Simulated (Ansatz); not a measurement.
Structure: ZrS2 in the CdI2-type structure, at its r2SCAN+rVV10 minimum. Space group P-3m1 (No. 164), trigonal; conventional cell a = 3.674 Å, c = 5.857 Å, 22.83 Å³ an atom. Around Zr lie 6 S at 2.57 Å; around S lie 3 Zr at 2.57 Å.

```yaml
crystal:
  lattice:
    - [3.67440, 0.00000, 0.00000]
    - [-1.83720, 3.18212, 0.00000]
    - [0.00000, 0.00000, 5.85686]
  atoms:
    - { symbol: Zr, position: [0.00000, 0.00000, 0.00000] }
    - { symbol: S, position: [0.33333, 0.66667, 0.24623] }
    - { symbol: S, position: [0.66667, 0.33333, 0.75377] }
```

The questions ask for values computed with Ansatz on this geometry. (Simulation; spin polarisation is off.)

Task: Is there a gap with LDA, and of what kind?

Result: With LDA the valence top lies at k = (-0.089, 0.042, 0) and the conduction bottom at L, 0.76 eV higher; the smallest vertical gap, at Γ, is 1.39 eV.

Task: How does the gap change from LDA to r2SCAN (12×12×4)?

Result: The r2SCAN gap is indirect, 1.18 eV (k = (-0.089, 0.042, 0) to L), below the direct gap of 1.81 eV at Γ. The gap differs by +0.42 eV from LDA's.

Task: How does the gap change from LDA to HSE06 (6×6×4)?

Result: With HSE06 the valence top lies at k = (-0.089, 0.042, 0) and the conduction bottom at L, 1.67 eV higher; the smallest vertical gap, at Γ, is 2.38 eV. The gap differs by +0.91 eV from LDA's.

Task: How does the gap change from LDA to PBE0 (6×6×4)?

Result: The PBE0 gap is indirect, 2.35 eV (k = (-0.089, 0.042, 0) to L), below the direct gap of 3.07 eV at Γ. The gap differs by +1.59 eV from LDA's.

Task: How does the gap change from LDA to r2SCAN0 (6×6×4)?

Result: r2SCAN0 gives an indirect gap of 2.57 eV, from k = (-0.089, 0.042, 0) to L; the least direct gap is 3.30 eV at Γ. The gap differs by +1.81 eV from LDA's.

Task: What are ε∞ and the Born charges with PBE?

Result: The electronic dielectric tensor ε∞ is 11.14 along x and y, 5.54 along z. Born charges, averaged over directions: Zr +5.27, S -2.64 e.

Task: How do these values compare with experiment?

Result:
Comparison with experiment:
- Gap, measured 1.68 eV (indirect): LDA 0.76 (-0.92), r2SCAN 1.18 (-0.50), HSE06 1.67 (-0.01), PBE0 2.35 (+0.67), r2SCAN0 2.57 (+0.89) eV. Source: 1.68 eV (fundamental indirect gap, quoted from earlier experiment; Literature value; other experiments cited in the same table give 1.70 and 1.78 eV; quoted in “Stress-Tuned Optical Transitions in Layered 1T-MX2 (M= Hf, Zr, Sn; X= S, Se) Crystals”, 2022, arxiv:2210.12074).
Measured gaps include zero-point and thermal shifts, optical ones also the exciton binding, and spin-orbit coupling, which these levels lack. Reports marked as nanostructured, strained, doped, implanted or mixed samples, and transport gaps, were set aside.

Where an edge lies off the special points, it is a point of the mesh or the k point where a search put PBE's edge or least direct gap, reused for the other functionals, whose own edges may lie a little apart.

Coordinates of k points refer to the reciprocal vectors of the primitive cell of the runs.

The meshes of the hybrids are coarse, so their gaps aren't converged to the digits shown.

PBE's own run along the path (0.88 eV) came before the search for the edges and missed one, so it isn't listed. Set aside, since their points miss a band edge that the other levels read or their mesh is too coarse: HSE06+SOC, LC-ωPBE.
